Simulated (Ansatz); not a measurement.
**Al3Ni2: single point with PBEsol**

Al3Ni2:

```
Ni Al
1.0
     3.99420    0.00000    0.00000
    -1.99710    3.45907    0.00000
     0.00000    0.00000    4.88086
Ni Al
2 3
Direct
  0.66667 0.33333 0.85343
  0.33333 0.66667 0.14657
  0.66667 0.33333 0.35192
  0.33333 0.66667 0.64808
  0.00000 0.00000 0.00000
```

The cell comes from a database or a generator and needn't be the stable form of this composition.

```json
{
  "Program": "Ansatz 0.2.0",
  "Task": "single point",
  "Functional": "PBEsol",
  "Potentials or basis": "Ansatz PAW",
  "Cutoff": "420 eV (not typed: the program's choice for these potentials)",
  "k mesh": "6 × 6 × 4",
  "Occupations": "fermi-dirac, width 0.05 eV",
  "Spin": "non-collinear spin, random start",
  "Starting moments": "[[0.963, 0.3, -0.356], [0.368, 0.102, -0.176], [0.0, 0.0, 0.0], [-0.0, -0.0, 0.0], [-0.0, 0.0, 0.0]] μB"
}
```

| Property | Result |
| --- | --- |
| Pressure | 0.1 GPa |
| Largest force | 0.017 eV/Å |
| Band gap on the k mesh | none (metal or under the smearing width) |
| Net moment | 0.00 μB per cell |
| Absolute moment | 0.00 μB per cell |

Forces on the atoms (eV/Å):
```
Ni   0.000  0.000  0.017
Ni   0.000  0.000 -0.017
Al   0.000  0.000  0.009
Al   0.000  0.000 -0.009
Al   0.000  0.000  0.000
```

Stress tensor (GPa, compression positive):
```
 1.15  0.00  0.00
 0.00  1.15  0.00
 0.00  0.00 -2.13
```

Levels at points of the mesh, in eV from the Fermi level:
| k point | band 43 | band 44 | band 45 | band 46 | band 47 | band 48 | band 49 | band 50 |
| --- | --- | --- | --- | --- | --- | --- | --- | --- |
| (0.00, 0.00, 0.00) | 1.18 | 1.18 | 1.18 | 1.18 | 3.08 | 3.08 | 3.08 | 3.08 |
| (0.00, 0.00, -0.50) | 2.62 | 2.62 | 2.74 | 2.74 | 2.74 | 2.74 | 3.07 | 3.07 |
| (0.00, -0.50, 0.00) | -1.67 | -1.67 | -1.40 | -1.40 | 1.21 | 1.21 | 1.93 | 1.93 |
| (0.00, -0.50, -0.50) | -1.18 | -1.18 | -0.45 | -0.45 | 1.43 | 1.43 | 2.03 | 2.03 |

Moments on the atoms (μB; x, y, z):
```
Ni  0.00 0.00 0.00
Ni  0.00 0.00 0.00
Al  0.00 0.00 0.00
Al  0.00 0.00 0.00
Al  0.00 0.00 0.00
```

Wall time 20 s on 2 threads of Arm Neoverse V2, on a shared host, peak memory 0.49 GiB.

Caveat: the PAW data sets come from PBE, with cores solved anew for the run's functional, which leaves a small shift of forces and pressure; the starting moments weren't kept.
